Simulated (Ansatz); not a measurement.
The cell is a measured one (Crystallography Open Database entry 8100521); the temperature and pressure of the measurement aren't taken into account, and nothing was relaxed.

Input and log of a run on Bi: DFT, PBE, all-electron LAPW, scalar-relativistic (Ansatz 0.2.0).

Command: `ansatz run input.yaml --threads 1 --pin off --max-ram 3072MiB --backend cpu --events-out ev --progress --plain --runs-dir out` The run took 90 s on 1 thread of Intel(R) Xeon(R) Platinum 8488C (Sapphire Rapids), with other jobs on the host, peak memory 0.97 GiB.

```yaml
crystal:
  lattice:
    - [3.33628, -3.0554, 0.0]
    - [3.33628, 3.0554, 0.0]
    - [-1.15098, 0.0, 3.09291]
  atoms:
    - { symbol: Bi, position: [0.2518, 0.2518, 0.149] }
    - { symbol: Bi, position: [0.7482, 0.7482, 0.851] }
kpoints:
  mp_grid: { grid: [8, 8, 11] }
  band_path:
    path:
      - [0.0, 0.0, 0.0]
      - [-0.4887142109, 0.4887142109, 0.0]
      - [-0.5112857891, -0.4887142109, 0.0]
      - [-0.5, -0.5, 0.0]
      - [0.0, 0.0, 0.0]
      - [-0.5, -0.5, 0.5]
      - [-0.6796217385, -0.3203782615, 0.5]
      - [-0.3203782615, 0.3203782615, 0.5]
      - [0.0, 0.0, 0.5]
    npoints: 14
scf:
  occupations: { method: fermi_dirac, width: 0.05 }
hamiltonian:
  xc: pbe
  pseudopotentials: { kind: all_electron, lapw: { basis_error: 0.00025 } }
output:
  forces: true
  stress: true
  eigenvalues: true
  fatbands: true
  populations: true
  dos: { projected: true, de: 0.2, e_range: [-14, 8] }
```

Output:

```
Bi: projections on atomic orbitals take those of the free atom 1s2 2s2 2p6 3s2 3p6 3d10 4s2 4p6 4d10 4f14 5s2 5p6 5d10 6s2 6p3, of charge +0.00 (hamiltonian.pseudopotentials.projection_atoms)
LAPW: plane waves up to 7.782 Å⁻¹, error target 2.5e-4 eV per atom; small_component_spin mean_spin; Bi in spheres of 1.577 Å, 37 of its electrons in bands, Dirac shells []
Engine: ansatz 0.2.0
Pseudopotentials: kind: all_electron
Pseudopotential: Bi, LAPW, valence charge 37, Koelling and Harmon's equation, gaussian nucleus
Functional definition: PBE
  parameter kappa = 0.804
  parameter beta = 0.06672455060314922
  exchange = pbe_x(kappa = kappa, mu = beta*pi^2/3)
  correlation = pbe_c(beta = beta)
Crystal: 2 atoms, lattice volume = 63.056 Å³
Basis set: ecut = 230.7159095535 eV, 497 PW (Γ), exchange–correlation at level 2
Bands: 45, of which v1, the nominal top of the filled ones, is band 37 counted from 1 (36 counted from 0)
Symmetry: 4 space group operations
Space group: C2/m (ITA 12), of the structure as read, at distance tolerance 4.0e-5 Å
k-points: 201 of 704
Non-local potential: Bi, projectors of the file, none
Initial density: superposition of atomic densities (chi_scale 0.1, normalization cell)
Initial wavefunctions: plane waves of lowest kinetic energy (no species holds an atomic orbital)
Functional: x = pbe(κ = 0.804, μ = 0.2195149727645171), c = pbe(β = 0.06672455060314922)
iter 1 solved again at ethr=3.12e-5 eV; its pass at ethr=1.00e-1 eV (dr2=2.31e-2 eV) is discarded
SCF iter   1: F=—  HF=-1171411.804379 eV  |F-HF|=—  |Δ(HF+E_count)|=         —  Δρ=6.93e-3  dr2=2.33e-2  ethr=3.12e-5  ⟨swp⟩=3.1  Hψ=57338  notcnv=0
preconditioner: auto → LDOS  [metal: Δε(μ)=0.039 eV  Ē_g=23.356 eV  σ=0.050 eV  W_gap=0.19  n_scr=20 (ndim 8)  ℏωp=25.6 eV  f_vac=0.078  D(μ)=0.95/eV (n_scr^D=4)  β→1.0]
iter 2 solved again at ethr=6.28e-7 eV; its pass at ethr=3.12e-5 eV (dr2=4.64e-4 eV) is discarded
SCF iter   2: F=—  HF=-1171411.806535 eV  |F-HF|=—  |Δ(HF+E_count)|=   2.16e-3  Δρ=1.06e-3  dr2=4.65e-4  ethr=6.28e-7  ⟨swp⟩=2.0  Hψ=45047  notcnv=0
SCF iter   3: F=—  HF=-1171411.803995 eV  |F-HF|=—  |Δ(HF+E_count)|=   2.54e-3  Δρ=4.38e-4  dr2=7.58e-5  ethr=6.28e-7  ⟨swp⟩=3.0  Hψ=28225  notcnv=0
SCF iter   4: F=—  HF=-1171411.802616 eV  |F-HF|=—  |Δ(HF+E_count)|=   1.38e-3  Δρ=1.58e-4  dr2=1.19e-5  ethr=1.02e-7  ⟨swp⟩=3.0  Hψ=26984  notcnv=0
SCF iter   5: F=—  HF=-1171411.802471 eV  |F-HF|=—  |Δ(HF+E_count)|=   1.45e-4  Δρ=4.76e-5  dr2=1.05e-6  ethr=1.61e-8  ⟨swp⟩=3.0  Hψ=27033  notcnv=0
SCF iter   6: F=—  HF=-1171411.802465 eV  |F-HF|=—  |Δ(HF+E_count)|=   6.33e-6  Δρ=7.55e-6  dr2=3.65e-8  ethr=1.42e-9  ⟨swp⟩=3.0  Hψ=27382  notcnv=0
SCF iter   7: F=-1171411.802465 eV  HF=-1171411.802465 eV  |F-HF|=7.22e-9  |Δ(HF+E_count)|=   6.01e-8  Δρ=2.30e-6  dr2=5.06e-9  ethr=4.94e-11  ⟨swp⟩=3.0  Hψ=27391  notcnv=0
SCF 1 converged in 7 iterations: F = -1171411.802465 eV  dr2 = 5.06e-9
NSCF: frozen V_eff on 113 k-points
SCF converged after 7 iterations
Free energy (F): -1171411.802465 eV
Harris-Foulkes:  -1171411.802465 eV  (|F-HF|=7.22e-9)
Internal energy: -1171411.794290 eV  (E = F + TS)
E sigma→0 (E₀):  -1171411.798377 eV
Entropy (-TS):   -0.008174 eV (-4.087 meV/atom)
Fermi energy:    15.486336 eV
--- Per-component energies (eV) ---
  E_band       = -5229.826052
  E_kinetic    = 1356073.164492
  E_xc         = -21612.107390
  E_electrostatic = -2505872.851393  (all electrons and nuclei)
  E_smearing   = -0.008174  (= −TS)
  E_closure    = 0.000000  (closes the sum)
  E_atoms      = -1171404.213804  (free atoms, spherical and without spin; not in F)
  Σ components = -1171411.802465   (vs F -1171411.802465, Δ=0.00e0)
  Basis errors (estimates in eV, not in F): energy 8.7e-5 per atom: plane waves 7.6e-5 (4.2e-5 summed), levels above the bands 2.4e-87, relativity 2.7e-9, radial functions 1.1e-5, core shells 1.4e-8; eigenvalues (radial functions only) 1.4e-6; not estimated: angular momenta, meshes, grids; target (lapw.basis_error) 2.5e-4; muffin-tin radii Bi 1.577 Å
--- Forces (eV/Å), atoms counted from 1 ---
  atom   1  Bi    -0.05125714     0.00000000    -0.04644049
  atom   2  Bi     0.05125714    -0.00000000     0.04644049
  max |Σ_I F_I| component: 0.00e0 eV/Å
--- Stress (GPa, compression-positive) ---
        4.667703       0.000000      -0.164658
        0.000000       3.247422      -0.000000
       -0.164658      -0.000000       4.364971
  P = ⅓ Tr σ = 4.0934 GPa (40.934 kbar)
--- Band table (eV; the first three rows and the last of 201) ---
  k-point 0: bands = ["-137.6921", "-137.6920", "-132.8179", "-132.8179", "-132.8179", "-132.8179", "-132.8130", "-132.8130", "-132.8126", "-132.8126", "-132.8091", "-132.8091", "-132.8091", "-132.8091", "-132.8078", "-132.8078", "-75.9564", "-75.9531", "-75.9529", "-75.9525", "-75.9371", "-75.9341", "-7.5513", "-7.4927", "-7.4492", "-7.4327", "-7.3210", "-7.2851", "-7.2684", "-7.2647", "-7.2220", "-7.1149", "1.9491", "6.5353", "12.2635", "12.4639", "18.1995", "19.0184", "19.5032", "19.6413", "20.0809", "22.8881", "24.0588", "24.1497", "25.1079"]
  k-point 1: bands = ["-137.6921", "-137.6920", "-132.8179", "-132.8179", "-132.8179", "-132.8179", "-132.8130", "-132.8130", "-132.8126", "-132.8126", "-132.8091", "-132.8091", "-132.8091", "-132.8091", "-132.8078", "-132.8078", "-75.9564", "-75.9531", "-75.9530", "-75.9527", "-75.9371", "-75.9341", "-7.5463", "-7.4756", "-7.4290", "-7.4274", "-7.3265", "-7.2919", "-7.2763", "-7.2709", "-7.2237", "-7.1185", "2.0722", "6.5647", "12.3481", "12.6541", "17.8828", "18.3552", "18.9769", "19.4159", "19.5018", "23.3744", "24.2585", "24.2832", "25.2213"]
  k-point 2: bands = ["-137.6921", "-137.6920", "-132.8179", "-132.8179", "-132.8179", "-132.8179", "-132.8130", "-132.8130", "-132.8126", "-132.8126", "-132.8091", "-132.8091", "-132.8091", "-132.8091", "-132.8078", "-132.8078", "-75.9564", "-75.9535", "-75.9532", "-75.9531", "-75.9369", "-75.9342", "-7.5323", "-7.4298", "-7.4189", "-7.3708", "-7.3410", "-7.3111", "-7.2974", "-7.2837", "-7.2288", "-7.1288", "2.4369", "6.6470", "12.5951", "13.1862", "15.6796", "17.5287", "18.7348", "18.7995", "19.3658", "23.1838", "23.7380", "24.3848", "25.1157"]
  k-point 200: bands = ["-137.6920", "-137.6920", "-132.8179", "-132.8179", "-132.8179", "-132.8179", "-132.8130", "-132.8130", "-132.8126", "-132.8126", "-132.8091", "-132.8091", "-132.8091", "-132.8091", "-132.8078", "-132.8078", "-75.9563", "-75.9551", "-75.9547", "-75.9529", "-75.9366", "-75.9346", "-7.4454", "-7.3992", "-7.3796", "-7.3724", "-7.3604", "-7.3280", "-7.2818", "-7.2707", "-7.1847", "-7.1690", "5.2408", "6.1736", "11.4453", "12.6353", "12.8733", "14.5990", "16.5310", "17.3313", "22.2862", "24.7312", "24.8066", "25.2078", "26.9198"]
--- Löwdin populations: 2 sites ---
  site symbol       q [e]
     0     Bi     82.9696
     1     Bi     82.9696
  spilling = 0.000367 (of n_electrons = 166.000000)
```
